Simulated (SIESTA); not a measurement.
Here is a SIESTA 5.4.2 calculation.

File CdSe.fdf:

```
SystemName                      CdSe
SystemLabel                     CdSe
NumberOfSpecies                 2
NumberOfAtoms                   2
%block ChemicalSpeciesLabel
  1  48 Cd
  2  34 Se
%endblock ChemicalSpeciesLabel

LatticeConstant                 1.0 Ang
%block LatticeVectors
     0.0000000000     2.8739580000     2.8739580000
     2.8739580000     0.0000000000     2.8739580000
     2.8739580000     2.8739580000     0.0000000000
%endblock LatticeVectors
AtomicCoordinatesFormat         Ang
%block AtomicCoordinatesAndAtomicSpecies
     0.0412211796    -0.0039574402    -0.0326654066  1
     2.8531361743     2.8084604972     2.8768290840  2
%endblock AtomicCoordinatesAndAtomicSpecies

%block kgrid.MonkhorstPack
    8   0   0  0.0
    0   8   0  0.0
    0   0   8  0.0
%endblock kgrid.MonkhorstPack
XC.Functional                   GGA
XC.Authors                      PBE
PAO.BasisSize                   DZP
PAO.EnergyShift                 0.002 Ry
Mesh.Cutoff                     800 Ry
OccupationFunction              FD
ElectronicTemperature           0.05 eV
MaxSCFIterations                120
SCF.MustConverge                false
SCF.Mixer.Method                Pulay
SCF.Mixer.Weight                0.25
SCF.Mixer.History               8
SCF.DM.Tolerance                5.0e-05
SCF.H.Tolerance                 1.0e-03 eV
WriteForces                     true
Charge.Mulliken                 end
```

Potentials or basis: PseudoDojo 0.4 standard (PBE files), DZP (energy shift 0.002 Ry).

Launch:

```console
$ siesta CdSe.fdf > CdSe.out 2>&1
```

Problem. What does it give for the band gap on the k mesh?

Solution. None (metal or under the smearing width).

Problem. What does it give for the pressure?

Solution. 0.7 GPa.

Forces on the atoms (eV/Å):
```
Cd  -0.092 -0.091  0.051
Se   0.092  0.091 -0.051
```

Caveat: semicore shells carry a single zeta, which can move pressures by several GPa and volumes by a few percent; the basis of atomic orbitals isn't converged, which shifts pressures, moduli and gaps.
